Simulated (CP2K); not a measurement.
Runs of CP2K 2026.2 on WC (Qusongite). Symmetry: P-6m2, No. 187, hexagonal system. Conventional cell: a = 2.907 Å, b = 2.907 Å, c = 2.837 Å, α = 90.00°, β = 90.00°, γ = 120.00°. W (site symmetry -6m2) is surrounded by 6 C at 2.20 Å. C (site symmetry -6m2) has 6 W at 2.20 Å as nearest neighbours. 

```csv
potentials or basis,gap on the mesh (eV),pressure (GPa)
"POTENTIAL_UZH W GTH-PBE0-q14, C GTH-PBE0-q4; DZVP-MOLOPT-SR-GTH basis",none,2.2
"POTENTIAL_UZH W GTH-SCAN-q14, C GTH-SCAN-q4; DZVP-MOLOPT-SR-GTH basis",none,(b)
"GTH_POTENTIALS W GTH-PBE-q14, C GTH-PBE-q4; DZVP-MOLOPT-SR-GTH basis",none,1.8
"GTH_POTENTIALS W GTH-PADE-q14, C GTH-PADE-q4; DZVP-MOLOPT-SR-GTH basis",none,(a)
"GTH_POTENTIALS W GTH-BLYP-q14, C GTH-BLYP-q4; DZVP-MOLOPT-SR-GTH basis",none,1.7
```

Alike in all rows: task band structure; level PBE; no spin polarisation; cell as given; k mesh 10 × 10 × 9; smearing fermi-dirac 0.05 eV.

**Question.** Estimate the missing entries.

**Answer.** (a) -20.8; (b) -2.0.

Caveats: spin-orbit coupling is left out, which moves the levels of the heavy elements; the basis of atomic orbitals isn't converged, which shifts pressures, moduli and gaps; the potentials were made for another functional, which shifts forces and pressure (some runs).

A k mesh can miss the band edges, and the runs leave out spin-orbit coupling on W.

A gap of «none» marks a metal or a gap under the smearing width.
